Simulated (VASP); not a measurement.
ZrN under changes of volume

One of the cells (12.410 Å³/atom); the others are scaled copies at fixed shape and fractional positions:

```xyz
2
Lattice="0.0000 2.3152 2.3152 2.3152 0.0000 2.3152 2.3152 2.3152 0.0000" Properties=species:S:1:pos:R:3 pbc="T T T"
Zr    2.3152    2.3152    2.3152
N     0.0000    0.0000    0.0000
```

```yaml
Program: VASP 6.6.1
Functional: PBE
Potentials_or_basis: VASP PAW PBE potentials, release 64 (Zr_sv, N)
Cutoff: 520 eV
k_mesh: 10 × 10 × 10
Occupations: fermi-dirac, width 0.05 eV
Spin: no spin polarisation
```

```tsv
volume (Å³/atom)	energy over the lowest point (meV/atom)	pressure (GPa)
11.437	?	?
11.680	11.51	10.4
11.924	0.00	4.6
12.410	1.12	-5.3
12.654	12.17	-9.5
12.897	29.27	-13.2
```

Task: What does the run at 11.437 Å³/atom give?

Result: Energy over the lowest point 32.29 meV/atom; pressure 16.8 GPa.

Worked out: A Birch-Murnaghan fit of order 3 (a polynomial in V^(-2/3)) to the other rows has its minimum at 12.14 Å³/atom with B0 = V·E''(V) = 248 GPa and B' = 4.2. It gives 32.17 meV/atom at 11.437 Å³/atom, against the run's 32.29, and -dE/dV = 16.9 GPa, against 16.8.

Energies are extrapolated to zero smearing.
